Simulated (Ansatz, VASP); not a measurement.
## Zr in VASP and in Ansatz

Contents of INCAR:

```
SYSTEM = Zr
PREC = Accurate
ENCUT = 520
EDIFF = 1E-7
ISMEAR = -1
SIGMA = 0.08
LREAL = .FALSE.
LASPH = .TRUE.
NELM = 100
ALGO = Normal
ISIF = 2
LWAVE = .FALSE.
LCHARG = .FALSE.
GGA = PE
NBANDS = 12
```

KPOINTS

```
regular mesh
0
G
  14 14 14
  0 0 0
```

File POSCAR:

```
Zr
1.0
   -1.7793161062      1.7793161062      1.7793161062
    1.7793161062     -1.7793161062      1.7793161062
    1.7793161062      1.7793161062     -1.7793161062
Zr
1
Direct
    0.0000000000      0.0000000000      0.0000000000
```

Input for Ansatz:

```yaml
crystal:
  lattice:
    - [-1.7793161062, 1.7793161062, 1.7793161062]
    - [1.7793161062, -1.7793161062, 1.7793161062]
    - [1.7793161062, 1.7793161062, -1.7793161062]
  atoms:
    - { symbol: Zr, position: [0.0, 0.0, 0.0] }
kpoints:
  mp_grid: { grid: [14, 14, 14] }
scf:
  occupations: { method: fermi_dirac, width: 0.08 }
hamiltonian:
  xc: pbe
  pseudopotentials: { kind: all_electron, lapw: { basis_error: 0.0005 } }
output:
  forces: true
  stress: true
  eigenvalues: true
```

Change from the starting cell: volume scaled by 0.95.

Alike in both runs: task single point; functional PBE; k mesh 14 × 14 × 14; occupations fermi-dirac, width 0.08 eV; no spin polarisation.

|  | VASP | Ansatz |
| --- | --- | --- |
| version | VASP 6.6.1 | Ansatz 0.2.0 |
| potentials or method | VASP PAW PBE potentials, release 64 (Zr_sv) | all-electron LAPW, scalar-relativistic |
| plane-wave cutoff (eV) | 520 | see its input |

|  | VASP | Ansatz | Ansatz less VASP |
| --- | --- | --- | --- |
| pressure (GPa) | 1.3 | 1.3 | -0.01 |

Ansatz ran all-electron here, so the differences hold the error of VASP's frozen core and of both bases.
